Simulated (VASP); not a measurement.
## Tc: single point with LDA

Tc:

```
Tc
1.0
     2.48993    0.00000    0.00000
     0.00000    2.48993    0.00000
     0.00000    0.00000    2.48993
Tc
1
Direct
  0.00000 0.00000 0.00000
```

The cell was built by a generator and needn't be a form met in nature.

```yaml
Program: VASP 6.6.1
Task: single point
Functional: LDA
Potentials_or_basis: VASP PAW LDA potentials, release 64 (Tc_pv)
Cutoff: 520 eV
k_mesh: 13 × 13 × 13
Occupations: fermi-dirac, width 0.136057 eV
Spin: no spin polarisation
```

- Pressure: -0.1 GPa
- Band gap on the k mesh: none (metal or under the smearing width)

Levels at points of the mesh, in eV from the Fermi level:
```tsv
k point	band 2	band 3	band 4	band 5	band 6	band 7	band 8	band 9	band 10	band 11
(0.00, 0.00, 0.00)	-38.22	-38.22	-7.20	-5.28	-5.28	2.96	2.96	2.96	16.57	16.57
```

Run time: 6.5 s on 1 thread of AMD EPYC 9R45 (Zen 5), on a shared host, peak memory 0.09 GiB.
